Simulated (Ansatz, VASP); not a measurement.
Two plane-wave programs on GaP

File INCAR:

```
SYSTEM = GaP
ALGO = Normal
EDIFF = 1E-6
ENCUT = 520
GGA = PS
ISIF = 2
ISMEAR = 0
LASPH = .True.
LCHARG = .False.
LREAL = .False.
LWAVE = .False.
NBANDS = 16
NELM = 80
PREC = Accurate
SIGMA = 0.01
```

Contents of KPOINTS:

```
k-points
0
Gamma
  6 6 6
  0 0 0
```

File POSCAR:

```
GaP
1.0
    3.8540860000      0.0000000000      0.0000000000
    1.9270430000      3.3377363844      0.0000000000
    1.9270430000      1.1125787948      3.1468480416
Ga P
1 1
Direct
    0.0000000000      0.0000000000      0.0000000000
    0.2500000000      0.2500000000      0.2500000000
```

Input for Ansatz:

```yaml
crystal:
  lattice:
    - [3.854086, 0.0, 0.0]
    - [1.9270430000000005, 3.337736384369952, 0.0]
    - [1.9270430000000005, 1.1125787947899841, 3.1468480416014155]
  atoms:
    - { symbol: Ga, position: [0.0, 0.0, 0.0] }
    - { symbol: P, position: [0.24999999999999997, 0.25000000000000006, 0.25] }
basis:
  ecutwfc: 571.4391111657479
kpoints:
  mp_grid:
    grid: [6, 6, 6]
hamiltonian:
  xc: pbesol
scf:
  occupations:
    method: fixed
output:
  stress: true
  eigenvalues: true
```

Alike in both runs: task single point; functional PBEsol; k mesh 6 × 6 × 6; no spin polarisation.

|  | VASP | Ansatz |
| --- | --- | --- |
| version | VASP 6.6.1 | Ansatz 0.2.0 |
| potentials or method | VASP PAW PBE potentials, release 64 (Ga_d, P) | plane waves, PAW |
| plane-wave cutoff (eV) | 520 | 571 |
| occupations | gaussian, width 0.01 eV | fixed |
| valence electrons in the cell | 18 | 18 |

VASP gave:

```
gap on the k mesh at the Fermi level (eV) : 1.51
pressure (GPa)                            : -0.6
```

Q: Estimate Ansatz's values.

A: gap on the k mesh at the Fermi level (eV): 1.51; pressure (GPa): -0.5.

Caveats: the PAW data sets were made with another functional, which shifts forces and pressure a little (VASP). A k mesh can miss the band edges.
